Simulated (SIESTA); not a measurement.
Hf:

```
CELL_PARAMETERS angstrom
3.19670 0.00000 0.00000
-1.59835 2.76842 0.00000
0.00000 0.00000 5.05780
ATOMIC_POSITIONS crystal
Hf 0.66667 0.33333 0.75000
Hf 0.33333 0.66667 0.25000
```

Base run:

* Program: SIESTA 5.4.2
* Functional: PBE
* Potentials or basis: PseudoDojo 0.4 standard (PBE files)
* Basis: DZP (energy shift 0.003 Ry; two zetas on semicore shells)
* Grid cutoff: 800 Ry
* Energy shift: 0.003 Ry
* k mesh: 10 × 10 × 5
* Occupations: fermi-dirac, width 0.05 eV
* Spin: no spin polarisation

Its results: band gap on the k mesh none (metal or under the smearing width); pressure 1.1 GPa.

The run is repeated on the same cell with these changes: potentials or basis from PseudoDojo 0.4 standard (PBE files) to PseudoDojo 0.4 standard (PBE files, fully relativistic); spin from no spin polarisation to non-collinear spin, zero start, spin-orbit coupling. What comes out?

Band gap on the k mesh none (metal or under the smearing width); pressure -1.7 GPa; net moment 0.00 μB per cell.

Caveats: short orbitals over semicore shells can move pressures by several GPa; the basis of atomic orbitals isn't converged, which shifts pressures, moduli and gaps; spin-orbit coupling is left out, which moves the levels of the heavy elements (some runs).
